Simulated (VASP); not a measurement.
Here is a VASP 6.6.1 calculation.

File INCAR:

```
SYSTEM = ZnO
PREC = Accurate
ENCUT = 600
EDIFF = 1E-6
ISMEAR = 0
SIGMA = 0.03
LREAL = .FALSE.
LASPH = .TRUE.
NELM = 80
ALGO = Normal
ISIF = 3
LWAVE = .FALSE.
LCHARG = .FALSE.
GGA = PS
IBRION = 2
NSW = 90
EDIFFG = -0.01
```

KPOINTS

```
Automatic mesh
0
G
  9 9 5
  0 0 0
```

POSCAR

```
ZnO
1.0
    3.2493080000      0.0000000000      0.0000000000
   -1.6246540000      2.8139832700      0.0000000000
    0.0000000000      0.0000000000      5.2057090000
Zn O
2 2
Direct
    0.3333333300      0.6666666700      0.5000000000
    0.6666666700      0.3333333300      0.0000000000
    0.6666666700      0.3333333300      0.3790100000
    0.3333333300      0.6666666700      0.8790100000
```

Potentials or basis: VASP PAW PBE potentials, release 64 (Zn, O).

Launch:

```bash
$ cat potpaw_PBE.64/Zn/POTCAR potpaw_PBE.64/O/POTCAR > POTCAR
$ mpirun -np 1 vasp_std > vasp.out
```

Task: Estimate the relaxed volume.

Result: 11.84 Å³/atom.

Task: What does it give for the space group after relaxing (to 0.05 Å)?

Result: P6_3mc (No. 186).

Final structure:
```yaml
crystal:
  lattice:
    - [3.23614, 0.00000, 0.00000]
    - [-1.61807, 2.80258, 0.00000]
    - [0.00000, 0.00000, 5.22172]
  atoms:
    - { symbol: Zn, position: [0.33333, 0.66667, 0.49998] }
    - { symbol: Zn, position: [0.66667, 0.33333, 0.99998] }
    - { symbol: O, position: [0.66667, 0.33333, 0.37903] }
    - { symbol: O, position: [0.33333, 0.66667, 0.87903] }
```

Caveat: the PAW data sets were made with another functional, which shifts forces and pressure a little.
